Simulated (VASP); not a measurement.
C:

```
C
1.0
     0.00000    1.78337    1.78337
     1.78337    0.00000    1.78337
     1.78337    1.78337    0.00000
C
2
Direct
  0.00000 0.00000 0.00000
  0.25000 0.25000 0.25000
```

This isn't the form of C at room conditions, which is graphite.

Program: VASP 6.6.1. Alike in all runs: task single point; no spin polarisation; cell as given; cutoff (eV) 520; smearing fermi-dirac 0.02 eV.

Task: Order these runs on this cell by their pressure, lowest first.
A. level HSE06; potentials or basis VASP PAW PBE potentials, release 64 (C); k mesh 8 × 8 × 8; grid for exact exchange (PRECFOCK) Fast; screening parameter 0.2 1/A
B. level LDA; potentials or basis VASP PAW LDA potentials, release 64 (C); k mesh 11 × 11 × 11
C. level PBEsol; potentials or basis VASP PAW PBE potentials, release 64 (C); k mesh 11 × 11 × 11
D. level r2SCAN; potentials or basis VASP PAW PBE potentials, release 64 (C); k mesh 11 × 11 × 11

Result: B (-11.6 GPa), A (-7.4 GPa), C (-3.8 GPa), D (-1.3 GPa).

Caveats: the PAW data sets were made with another functional, which shifts forces and pressure a little (some runs).

Runs at the PBE level aren't shown here.
